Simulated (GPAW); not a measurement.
## AlN in GPAW: the effect of dispersion

The system is AlN.

```
Al N
1.0
     0.00000    2.18399    2.18399
     2.18399    0.00000    2.18399
     2.18399    2.18399    0.00000
Al N
1 1
Cartesian
  0.0000 0.0000 0.0000
  1.0920 1.0920 1.0920
```

Measurements of this composition are mostly on another form, of space group No. 186.

Alike in all runs:

- Program: GPAW 26.7.0
- Task: relaxation of cell and atoms
- Functional: PBEsol
- Potentials or basis: PAW data sets generated in the run's folder for this functional
- Cutoff: 800 eV
- Basis: pw
- k mesh: 10 × 10 × 10
- Occupations: fermi-dirac, width 0.05 eV
- Spin: no spin polarisation

Each run relaxes the cell or the atoms first.

| dispersion | relaxed volume (Å³/atom) |
| --- | --- |
| none | ? |
| D3 | 10.42 |
| D3(BJ) | 10.35 |
| D3(BJ)-ATM | 10.38 |
| D4 | 10.41 |

Task: What does the run with dispersion none give?

Result: Relaxed volume 10.53 Å³/atom.

Caveats: later steps reuse the first step's grids; the relaxation stopped at its first step, so nothing moved (some runs).
